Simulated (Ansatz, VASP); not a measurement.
Two plane-wave programs on SiC

File INCAR:

```
  PREC = Accurate
  ENCUT = 520
  EDIFF = 1E-7
  ISMEAR = 0
  SIGMA = 0.05
  LREAL = False
  LASPH = True
  NELM = 60
  ALGO = Normal
  ISIF = 2
  LWAVE = False
  LCHARG = True
  GGA = PE
  LELF = True
  LVHAR = True
  NBANDS = 11
```

KPOINTS

```
Automatic mesh
0
Gamma
  8 8 8
```

POSCAR

```
SiC
1.0
    0.0000000000      2.0881007700      2.0881007700
    2.0881007700      0.0000000000      2.0881007700
    2.0881007700      2.0881007700      0.0000000000
C Si
1 1
Direct
    0.0000000000      0.0000000000      0.0000000000
    0.5000000000      0.5000000000      0.5000000000
```

Input for Ansatz:

```yaml
crystal:
  lattice:
    - [0.0, 2.08810077, 2.08810077]
    - [2.08810077, 0.0, 2.08810077]
    - [2.08810077, 2.08810077, 0.0]
  atoms:
    - { symbol: C, position: [0.0, 0.0, 0.0] }
    - { symbol: Si, position: [0.5, 0.5, 0.5] }
basis:
  ecutwfc: 420
  ecutrho_ratio: 4
kpoints:
  mp_grid: { grid: [8, 8, 8] }
hamiltonian:
  xc: pbe
scf:
  occupations: { method: gaussian, width: 0.05 }
output:
  forces: true
  stress: true
  eigenvalues: true
```

The cell was built by a generator and needn't be a form met in nature.

Alike in both runs: task single point; functional PBE; k mesh 8 × 8 × 8; occupations gaussian, width 0.05 eV; no spin polarisation.

```csv
,VASP,Ansatz
version,VASP 6.6.1,Ansatz 0.2.0
potentials or method,"VASP PAW PBE potentials, release 64 (C, Si)","scalar-relativistic, plane waves, PAW"
plane-wave cutoff (eV),520,420
valence electrons in the cell,8,8
```

|  | VASP | Ansatz | Ansatz less VASP |
| --- | --- | --- | --- |
| gap on the k mesh at the Fermi level (eV) | none | none | - |
| pressure (GPa) | -16.4 | -16.8 | -0.33 |

A gap of «none» marks a metal or a gap that the smearing closes.

Caveats: so large a pressure means that the cell lies far from this level's equilibrium, or that cutoff or potentials fall short (VASP).
